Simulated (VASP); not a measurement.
# SrO (Fm-3m) in VASP: elastic constants with PBEsol

Aim: the elastic constants of SrO with PBEsol.

All numbers are computed with VASP 6.6.1; they aren't measurements. Logs are shortened: lines on timing, memory, paths and dates and some standing lists are left out, and cuts for length are marked.

### Step 1. Starting point

The structure is cubic, space group Fm-3m (No. 225). Conventional cell: a = 5.133 Å, b = 5.133 Å, c = 5.133 Å, α = 90.00°, β = 90.00°, γ = 90.00°. Sr (site symmetry m-3m) is surrounded by 6 O at 2.57 Å. Around O (site symmetry m-3m) lie 6 Sr at 2.57 Å.

### Step 2. Elastic constants, PBEsol

File POSCAR:

```
SrO
1.0
    0.0000000000      2.5663000000      2.5663000000
    2.5663000000      0.0000000000      2.5663000000
    2.5663000000      2.5663000000      0.0000000000
  Sr              O
     1     1
Direct
     0.5000000000000000    0.5000000000000000    0.5000000000000000
     0.0000000000000000    0.0000000000000000    0.0000000000000000
```

File INCAR.step1:

```
PREC     = Accurate       # precision mode
ENCUT    = 600            # plane-wave cutoff, eV
EDIFF    = 1E-8           # SCF threshold, eV
ISMEAR   = 0              # smearing method
SIGMA    = 0.03           # smearing width, eV
LREAL    = False          # projectors in reciprocal space
LASPH    = True           # aspherical terms in the spheres
NELM     = 80             # most SCF steps
ALGO     = Normal         # electronic algorithm
ISIF     = 3              # what is computed and relaxed
LWAVE    = False          # write WAVECAR
LCHARG   = False          # write CHGCAR
GGA      = PS             # functional
IBRION   = 2              # ionic algorithm
NSW      = 40             # ionic steps
EDIFFG   = -0.002         # ionic threshold
```

File INCAR.step2:

```
PREC     = Accurate       # precision mode
ENCUT    = 600            # plane-wave cutoff, eV
EDIFF    = 1E-8           # SCF threshold, eV
ISMEAR   = 0              # smearing method
SIGMA    = 0.03           # smearing width, eV
LREAL    = False          # projectors in reciprocal space
LASPH    = True           # aspherical terms in the spheres
NELM     = 80             # most SCF steps
ALGO     = Normal         # electronic algorithm
ISIF     = 3              # what is computed and relaxed
LWAVE    = False          # write WAVECAR
LCHARG   = False          # write CHGCAR
GGA      = PS             # functional
IBRION   = 6              # ionic algorithm
NFREE    = 2            
POTIM    = 0.015          # step
NSW      = 1              # ionic steps
```

File KPOINTS:

```
Automatic mesh
0
Gamma
  10 10 10
```

Potentials or basis: VASP PAW PBE potentials, release 64 (Sr_sv, O).

On the command line:

```bash
cat potpaw_PBE.64/Sr_sv/POTCAR potpaw_PBE.64/O/POTCAR > POTCAR
cp INCAR.step1 INCAR
mpirun -np 1 vasp_std > vasp.out
cp CONTCAR POSCAR
cp INCAR.step2 INCAR
mpirun -np 1 vasp_std > vasp.out
```

OUTCAR:

```text
PREC = Accurate
   ENCUT = 600
   EDIFF = 1E-8
   ISMEAR = 0
   LREAL = False
   LASPH = True
   NELM = 80
   ISIF = 3
   GGA = PS
   IBRION = 6
   NFREE = 2
   POTIM = 0.015
   NSW = 1

 ion  position               nearest neighbor table
   1  0.500  0.500  0.500-   2 2.57   2 2.57   2 2.57   2 2.57   2 2.57   2 2.57
   2  0.000  0.000  0.000-   1 2.57   1 2.57   1 2.57   1 2.57   1 2.57   1 2.57

  LATTYP: Found a face centered cubic cell.
 ALAT       =     5.1326000000

  Lattice vectors:

 A1 = (   0.0000000000,   2.5663000000,   2.5663000000)
 A2 = (   2.5663000000,   0.0000000000,   2.5663000000)
 A3 = (   2.5663000000,   2.5663000000,   0.0000000000)

Analysis of symmetry for initial positions (statically):
=====================================================================
 Subroutine PRICEL returns:
 Original cell was already a primitive cell.

 Routine SETGRP: Setting up the symmetry group for a
 face centered cubic supercell.

 Subroutine GETGRP returns: Found 48 space group operations
 (whereof 48 operations were pure point group operations)
 out of a pool of 48 trial point group operations.

The static configuration has the point symmetry O_h .

Analysis of symmetry for dynamics (positions and initial velocities):
=====================================================================
 Subroutine PRICEL returns:
 Original cell was already a primitive cell.

 Routine SETGRP: Setting up the symmetry group for a
 face centered cubic supercell.

 Subroutine GETGRP returns: Found 48 space group operations
 (whereof 48 operations were pure point group operations)
 out of a pool of 48 trial point group operations.

The dynamic configuration has the point symmetry O_h .

 Subroutine INISYM returns: Found 48 space group operations
 (whereof 48 operations are pure point group operations),
[... 696 lines left out ...]
      3     -12.7173      2.00000
      4     -12.6418      2.00000
      5     -12.1451      2.00000
      6       0.4335      2.00000
      7       1.1994      2.00000
      8       1.2808      2.00000
      9       5.3586      0.00000
     10       8.6317      0.00000
     11      11.0501      0.00000
     12      11.2483      0.00000

 [... further k-points ...]

------------------------ aborting loop because EDIFF is reached ----------------------------------------

  FORCE on cell =-STRESS in cart. coord.  units (eV):
  Direction    XX          YY          ZZ          XY          YZ          ZX
  --------------------------------------------------------------------------------------
  -------------------------------------------------------------------------------------
  Total        0.0037470     -0.0019351     -0.0019351      0.0000000      0.0000000     -0.0000000
  in kB        0.1776011     -0.0917204     -0.0917204      0.0000000      0.0000000     -0.0000000
  external PRESSURE =      -0.0019466 kB  Pullay stress =       0.0000000 kB
[... 17 lines left out ...]
  FREE ENERGIE OF THE ION-ELECTRON SYSTEM (eV)
  ---------------------------------------------------
  free  energy   TOTEN  =       -12.6409342536 eV

  energy  without entropy=      -12.6409342536  energy(sigma->0) =      -12.64093425

 INTERNAL STRAIN TENSORS FROM STRAINED CELLS
 ============================================

 INTERNAL STRAIN TENSOR FOR ION    1 for displacements in x,y,z  (eV/Angst):
          X           Y           Z          XY          YZ          ZX
  --------------------------------------------------------------------------------
  x     0.00000     0.00000    -0.00000     0.00000    -0.00000     0.00000
  y     0.00000     0.00000     0.00000     0.00000     0.00000    -0.00000
  z    -0.00000    -0.00000     0.00000     0.00000     0.00000     0.00000

 INTERNAL STRAIN TENSORS FROM DISPLACED ATOMS
 ============================================

 INTERNAL STRAIN TENSOR FOR ION    1 for displacements in x,y,z  (eV/Angst):
          X           Y           Z          XY          YZ          ZX
  --------------------------------------------------------------------------------
  x     0.00000     0.00000     0.00000     0.00000     0.00000     0.00000
  y     0.00000     0.00000     0.00000     0.00000     0.00000     0.00000
  z     0.00000     0.00000     0.00000     0.00000     0.00000     0.00000

 INTERNAL STRAIN TENSOR FOR ION    2 for displacements in x,y,z  (eV/Angst):
          X           Y           Z          XY          YZ          ZX
  --------------------------------------------------------------------------------
  x     0.00000     0.00000     0.00000     0.00000     0.00000     0.00000
  y     0.00000     0.00000     0.00000     0.00000     0.00000     0.00000
  z     0.00000     0.00000     0.00000     0.00000     0.00000     0.00000

 Eigenvectors and eigenvalues of the dynamical matrix
 ----------------------------------------------------

   1 f  =    6.182935 THz    38.848523 2PiTHz  206.240497 cm-1    25.570551 meV
             X         Y         Z           dx          dy          dz
      2.566300  2.566300  2.566300     0.000000   -0.393419   -0.000000
      0.000000  0.000000  0.000000    -0.000000    0.919359   -0.000000
[... 21 lines left out ...]
   6 f/i=    0.003149 THz     0.019783 2PiTHz    0.105024 cm-1     0.013021 meV
             X         Y         Z           dx          dy          dz
      2.566300  2.566300  2.566300    -0.192927    0.892428    0.107574
      0.000000  0.000000  0.000000    -0.082559    0.381895    0.046034

--------------------------------------------------------------------------------------------------------

 ELASTIC MODULI CONTR FROM IONIC RELAXATION (kBar)
 Direction    XX          YY          ZZ          XY          YZ          ZX
 --------------------------------------------------------------------------------
 XX           0.0000      0.0000      0.0000      0.0000      0.0000      0.0000
 YY           0.0000      0.0000      0.0000      0.0000      0.0000      0.0000
 ZZ           0.0000      0.0000      0.0000      0.0000      0.0000      0.0000
 XY           0.0000      0.0000      0.0000      0.0000      0.0000      0.0000
 YZ           0.0000      0.0000      0.0000      0.0000      0.0000      0.0000
 ZX           0.0000      0.0000      0.0000      0.0000      0.0000      0.0000
 --------------------------------------------------------------------------------

 TOTAL ELASTIC MODULI (kBar)
 Direction    XX          YY          ZZ          XY          YZ          ZX
 --------------------------------------------------------------------------------
 XX        1857.5148    475.8220    475.8220     -0.0000     -0.0000      0.0000
 YY         475.8220   1857.5148    475.8220     -0.0000     -0.0000     -0.0000
 ZZ         475.8220    475.8220   1857.5148     -0.0000     -0.0000      0.0000
 XY          -0.0000     -0.0000     -0.0000    546.1077      0.0000      0.0000
 YZ          -0.0000     -0.0000     -0.0000      0.0000    546.1077      0.0000
 ZX           0.0000     -0.0000      0.0000      0.0000      0.0000    546.1077
 --------------------------------------------------------------------------------
```

Run time: 9.1 min. Hardware: 1 thread of AMD EPYC 9R45 (Zen 5), shared host; peak memory 0.35 GiB.

Results:

```yaml
Elastic_constants_C11_C12_C44: 186, 48, 55 GPa
Voigt_bulk_modulus: 94 GPa
Highest_phonon_frequency_at_Γ_LO-TO_splitting_left_out: 206 cm⁻¹
```

Phonon frequencies in cm⁻¹ (negative: imaginary):
```csv
q point,frequencies
"(0.000, 0.000, 0.000)",0 0 0 206 206 206
```

Elastic tensor in Voigt notation (GPa, in the Cartesian axes of the cell as first typed):
```
186  48  48   0   0   0
 48 186  48   0   0   0
 48  48 186   0   0   0
  0   0   0  55   0   0
  0   0   0   0  55   0
  0   0   0   0   0  55
```

Clamped-ion elastic tensor (GPa):
```
186  48  48   0   0   0
 48 186  48   0   0   0
 48  48 186   0   0   0
  0   0   0  55   0   0
  0   0   0   0  55   0
  0   0   0   0   0  55
```

Caveat: the PAW data sets were made with another functional, which shifts forces and pressure a little.
